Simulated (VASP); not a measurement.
Wanted: an ASE script for a VASP 6.6.1 run.

```yaml
Task: single point
Functional: RPBE
Potentials_or_basis: VASP PAW PBE potentials, release 64 (In_d_GW)
Cutoff: 600 eV
k_mesh: 10 × 10 × 10
Occupations: methfessel-paxton, width 0.1 eV
Spin: no spin polarisation
Further_INCAR_settings: ALGO = Normal; EDIFF = 1.00e-08; IMIX = 1; AMIX = 0.200000
```

The structure of In lies in POSCAR:

```
In
1.0
   -1.9314437276      1.9314437276      1.9314437276
    1.9314437276     -1.9314437276      1.9314437276
    1.9314437276      1.9314437276     -1.9314437276
In
1
Direct
    0.0000000000      0.0000000000      0.0000000000
```

This isn't the form of In at room conditions, which is tetragonal.

The cell isn't the ideal one: volume scaled by 1.08.

The input as run:

run.py

```python
from ase.calculators.vasp import Vasp
from ase.dft.bandgap import bandgap
from ase.io import read

atoms = read('POSCAR')
calc = Vasp(
    directory='calc',
    xc='rpbe',
    pp='PBE',
    setups='gw',
    prec='Accurate',
    encut=600,
    ediff=1e-08,
    ismear=1,
    sigma=0.1,
    lreal=False,
    lasph=True,
    nelm=80,
    algo='Normal',
    isif=2,
    lwave=False,
    lcharg=True,
    lelf=True,
    lvhar=True,
    imix=1,
    amix=0.2,
    kpts=[10, 10, 10],
    gamma=True,
)
atoms.calc = calc

print('energy (eV):', atoms.get_potential_energy())
print('free energy (eV):', atoms.get_potential_energy(force_consistent=True))
print('forces (eV/A):')
print(atoms.get_forces())
print('stress (eV/A^3, Voigt):', atoms.get_stress())
print('Fermi level (eV):', calc.get_fermi_level())
gap, top, bottom = bandgap(calc)
print('band gap (eV):', gap, 'from (spin, k, band)', top, 'to', bottom)
```

Potentials or basis: VASP PAW PBE potentials, release 64 (In_d_GW).

Run with:

```sh
$ python run.py
```

It gave:

```yaml
Pressure: 0.3 GPa
Band_gap_on_the_k_mesh: none (metal or under the smearing width)
```

Caveat: the PAW data sets were made with another functional, which shifts forces and pressure a little.

It took 42 s on 1 thread of Intel(R) Xeon(R) 6975P-C (Granite Rapids), on a shared host, peak memory 0.18 GiB.
